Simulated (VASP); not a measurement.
Si, 2 atoms in the cell. The structure is hexagonal, space group P6_3/mmc (No. 194). The conventional cell has a = 2.666 Å, b = 2.666 Å, c = 4.506 Å, α = 90.00°, β = 90.00°, γ = 120.00°. Si (site symmetry -6m2) is surrounded by 12 Si at 2.67 to 2.73 Å. This isn't the form of Si at room conditions, which is diamond.

```yaml
Program: VASP 6.6.1
Task: relaxation of cell and atoms
Functional: PBE
Potentials_or_basis: VASP PAW PBE potentials, release 64 (Si)
Cutoff: 600 eV
k_mesh: 18 × 18 × 10
Occupations: gaussian, width 0.1 eV
Spin: no spin polarisation
Target_pressure: 75 GPa
Dipole_correction: no
Further_INCAR_settings: ALGO = Fast; EDIFF = 1e-06; IBRION = 2; EDIFFG = -0.002; NSW = 100; ISIF = 3
Target_pressure: 75 GPa
```

Potentials or basis: VASP PAW PBE potentials, release 64 (Si).

Command:

```bash
$ cat potpaw_PBE.64/Si/POTCAR > POTCAR
$ mpirun -np 1 vasp_std > vasp.out
```

Hardware: 1 thread of Intel(R) Xeon(R) Platinum 8488C (Sapphire Rapids), with other jobs on the host.

How long does it take, and how much memory?

Wall time 2.1 min on 1 thread of Intel(R) Xeon(R) Platinum 8488C (Sapphire Rapids), with other jobs on the host, peak memory 0.19 GiB. Counts: scf iterations 70, k points 222, ion steps 14.
